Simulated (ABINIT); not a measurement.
# HfC: single point with r2SCAN

The system is HfC.

```
CELL_PARAMETERS angstrom
0.00000 2.32500 2.32500
2.32500 0.00000 2.32500
2.32500 2.32500 0.00000
ATOMIC_POSITIONS crystal
Hf 0.50000 0.50000 0.50000
C 0.00000 0.00000 0.00000
```

```
Program             : ABINIT 10.8.3 (patched build)
Task                : single point
Functional          : r2SCAN
Potentials or basis : JTH PAW PBE v2.0
Cutoff              : 653 eV
k mesh              : 8 × 8 × 8
Occupations         : fermi-dirac, width 0.05 eV
Spin                : no spin polarisation
Fine-grid cutoff    : 1251.72 eV
```

```json
{
 "Pressure": "-0.3 GPa",
 "Band gap on the k mesh": "none (metal or under the smearing width)",
 "Valence electrons inside the program's atomic spheres": "Hf 9.55; C 2.43"
}
```

Levels at points of the mesh, in eV from the Fermi level:
| k point | band 5 | band 6 | band 7 | band 8 | band 9 | band 10 | band 11 | band 12 |
| --- | --- | --- | --- | --- | --- | --- | --- | --- |
| (0.00, 0.00, 0.00) | -12.90 | 1.10 | 1.10 | 1.10 | 1.72 | 1.72 | 1.72 | 3.63 |
| (0.50, 0.00, 0.00) | -9.18 | -6.20 | -3.05 | -3.05 | 5.74 | 5.74 | 6.28 | 7.08 |
| (0.50, 0.50, 0.00) | -11.05 | -2.68 | -1.53 | -0.07 | -0.07 | 5.55 | 7.16 | 7.16 |

Run time: 32 s on 1 thread of INTEL(R) XEON(R) PLATINUM 8581C CPU @ 2.30GHz (Emerald Rapids), on a shared host, peak memory 0.13 GiB.

Caveat: the PAW data sets were made with another functional, which shifts forces and pressure a little. The run has no spin-orbit coupling, so splittings on Hf are missing.
